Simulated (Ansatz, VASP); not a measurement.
Two plane-wave programs on MgS

INCAR

```
SYSTEM = MgS
  PREC = Accurate
  ENCUT = 520
  EDIFF = 1E-7
  ISMEAR = 0
  SIGMA = 0.05
  LREAL = .False.
  LASPH = .True.
  NELM = 60
  ALGO = Normal
  ISIF = 2
  LWAVE = .False.
  LCHARG = .False.
  GGA = PE
  NBANDS = 11
```

Contents of KPOINTS:

```
Automatic mesh
0
Gamma
  8 8 8
  0 0 0
```

The input POSCAR:

```
MgS
1.0
    0.0000000000      2.8097820000      2.3935180000
    2.8097820000      0.0000000000      2.3935180000
    2.8097820000      2.8097820000      0.0000000000
Mg S
1 1
Direct
    0.0000000000      0.0000000000      0.0000000000
    0.5000000000      0.5000000000      0.5000000000
```

Input for Ansatz:

```yaml
crystal:
  lattice:
    - [0.0, 2.809782, 2.393518]
    - [2.809782, 0.0, 2.393518]
    - [2.809782, 2.809782, 0.0]
  atoms:
    - { symbol: Mg, position: [0.0, 0.0, 0.0] }
    - { symbol: S, position: [0.5, 0.5, 0.5] }
basis:
  ecutwfc: 420
kpoints:
  mp_grid: { grid: [8, 8, 8] }
hamiltonian:
  xc: pbe
scf:
  occupations: { method: gaussian, width: 0.05 }
output:
  forces: true
  stress: true
  eigenvalues: true
```

Change from the starting cell: strain +0.080 along x and y, -0.080 along z, atoms carried along.

Alike in both runs: task single point; functional PBE; k mesh 8 × 8 × 8; occupations gaussian, width 0.05 eV; no spin polarisation.

|  | VASP | Ansatz |
| --- | --- | --- |
| version | VASP 6.6.1 | Ansatz 0.2.0 |
| potentials or method | VASP PAW PBE potentials, release 64 (Mg, S) | scalar-relativistic, plane waves, PAW |
| plane-wave cutoff (eV) | 520 | 420 |
| valence electrons in the cell | 8 | 16 |

|  | VASP | Ansatz | Ansatz less VASP |
| --- | --- | --- | --- |
| gap on the k mesh at the Fermi level (eV) | 2.28 | 2.29 | +0.016 |
| least direct gap on the mesh (eV) | 2.99 | 3.00 | +0.010 |
| pressure (GPa) | -0.2 | 0.1 | +0.24 |
| largest component of the traceless stress (GPa) | 10.69 | 10.75 | +0.054 |

The two sets of potentials don't hold the same shells in valence.

A k mesh can miss the band edges.
